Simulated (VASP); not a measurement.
Se:

```
Se
1.0
     4.03459    0.00000    0.00000
    -2.01730    3.49406    0.00000
     0.00000    0.00000    5.12742
Se
3
Cartesian
  1.0068 0.0000 1.7091
  -0.5034 0.8719 3.4183
  1.5139 2.6222 5.1274
```

Base run:

- Program: VASP 6.6.1
- Functional: PBEsol
- Potentials or basis: VASP PAW PBE potentials, release 64 (Se)
- Cutoff: 700 eV
- k mesh: 9 × 9 × 6
- Occupations: gaussian, width 0.02 eV
- Spin: no spin polarisation

Its results: band gap on the k mesh 0.42 eV, direct; pressure 0.0 GPa.

Task: After a change of settings the same cell gave: band gap on the k mesh 0.70 eV, direct; pressure 1.6 GPa. Which change was it?
A. cutoff from 700 eV to 520 eV; k mesh from 9 × 9 × 6 to 12 × 12 × 8
B. cutoff from 700 eV to 520 eV; occupations from gaussian, width 0.02 eV to gaussian, width 0.5 eV
C. cutoff from 700 eV to 900 eV
D. functional from PBEsol to r2SCAN; cutoff from 700 eV to 520 eV; further incar settings from ALGO = Fast; EDIFF = 1e-06; NBANDS = 16 to ALGO = Normal; EDIFF = 1e-06; NBANDS = 16

Result: D.

Caveats: the PAW data sets were made with another functional, which shifts forces and pressure a little; an odd mesh through Γ misses points on the zone boundary, where band edges often lie.
